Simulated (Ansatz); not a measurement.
Crystal: SnTe.

```xyz
2
Lattice="0.0000 3.1509 3.1509 3.1509 0.0000 3.1509 3.1509 3.1509 0.0000" Properties=species:S:1:pos:R:3 pbc="T T T"
Te    3.1509    3.1509    3.1509
Sn    0.0000    0.0000    0.0000
```

* Program: Ansatz 0.2.0
* Task: relaxation of cell and atoms
* Functional: BLYP
* Dispersion: D4
* Potentials or basis: Ansatz PAW
* Cutoff: 420 eV (not typed: the program's choice for these potentials)
* k mesh: 7 × 7 × 7
* Occupations: fermi-dirac, width 0.05 eV
* Spin: no spin polarisation

At the start: volume 31.28 Å³/atom.

How do energy, volume and symmetry change on relaxing?

It ends after 5 steps and the volume is 32.57 Å³/atom (+4.1 %); space group Fm-3m (No. 225, to 0.05 Å).

Step by step:
```csv
step,energy change (eV),largest force (eV/Å),volume (Å³)
1,0.0000,0.0000,62.56
2,-0.0123,0.0000,65.90
3,-0.0133,0.0000,65.30
4,-0.0133,0.0000,65.15
5,-0.0138,0.0000,65.15
```

Final structure:
```cif
data_structure
_symmetry_space_group_name_H-M 'P 1'
_symmetry_Int_Tables_number 1
_cell_length_a 4.5165
_cell_length_b 4.5165
_cell_length_c 4.5165
_cell_angle_alpha 60.000
_cell_angle_beta 60.000
_cell_angle_gamma 60.000
_cell_volume 65.15
loop_
_atom_site_label
_atom_site_type_symbol
_atom_site_fract_x
_atom_site_fract_y
_atom_site_fract_z
_atom_site_occupancy
Te1 Te 0.50000 0.50000 0.50000 1
Sn1 Sn 0.00000 0.00000 0.00000 1
```

Caveat: the plane-wave basis is chosen anew once the cell has moved, so the energies of steps on either side of that aren't comparable; the PAW data sets come from PBE, with cores solved anew for the run's functional, which leaves a small shift of forces and pressure.
